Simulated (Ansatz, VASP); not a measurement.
Sc in VASP and in Ansatz

Contents of INCAR:

```
SYSTEM = Sc
  PREC = Accurate
  ENCUT = 520
  EDIFF = 1E-8
  ISMEAR = -1
  SIGMA = 0.03
  LREAL = .FALSE.
  LASPH = .TRUE.
  NELM = 100
  ALGO = Normal
  ISIF = 2
  LWAVE = .FALSE.
  LCHARG = .FALSE.
  GGA = PS
  LEFG = .TRUE.
  NBANDS = 12
```

File KPOINTS:

```
regular mesh
0
G
  12 12 12
  0 0 0
```

Contents of POSCAR:

```
Sc
1.0
    0.0000000000      2.3150309133      2.3150309133
    2.3150309133      0.0000000000      2.3150309133
    2.3150309133      2.3150309133      0.0000000000
Sc
1
Direct
    0.0000000000      0.0000000000      0.0000000000
```

Input for Ansatz:

```yaml
crystal:
  lattice:
    - [0.0, 2.3150309133, 2.3150309133]
    - [2.3150309133, 0.0, 2.3150309133]
    - [2.3150309133, 2.3150309133, 0.0]
  atoms:
    - { symbol: Sc, position: [0.0, 0.0, 0.0] }
kpoints:
  mp_grid: { grid: [12, 12, 12] }
scf:
  occupations: { method: fermi_dirac, width: 0.03 }
hamiltonian:
  xc: pbesol
  pseudopotentials: { kind: all_electron, datasets: crystal }
output:
  forces: true
  stress: true
  eigenvalues: true
  efg: { contact_densities: true }
```

Change from the starting cell: volume scaled by 1.06, crystal datasets.

Alike in both runs: task electric field gradients; functional PBEsol; k mesh 12 × 12 × 12; occupations fermi-dirac, width 0.03 eV; no spin polarisation.

```csv
,VASP,Ansatz
version,VASP 6.6.1,Ansatz 0.2.0
potentials or method,"VASP PAW PBE potentials, release 64 (Sc_sv)","all-electron PAW with datasets made for the crystal, scalar-relativistic"
plane-wave cutoff (eV),520,see its input
```

|  | VASP | Ansatz | Ansatz less VASP |
| --- | --- | --- | --- |
| pressure (GPa) | -2.5 | -2.5 | 0.00 |
| Vzz of the field gradient on the site that differs most (V/Å²) | 0.0 | 0.0 | 0.00 |

Ansatz ran all-electron here, so the differences hold the error of VASP's frozen core and of both bases.

Caveats: the PAW data sets were made with another functional, which shifts forces and pressure a little (VASP).
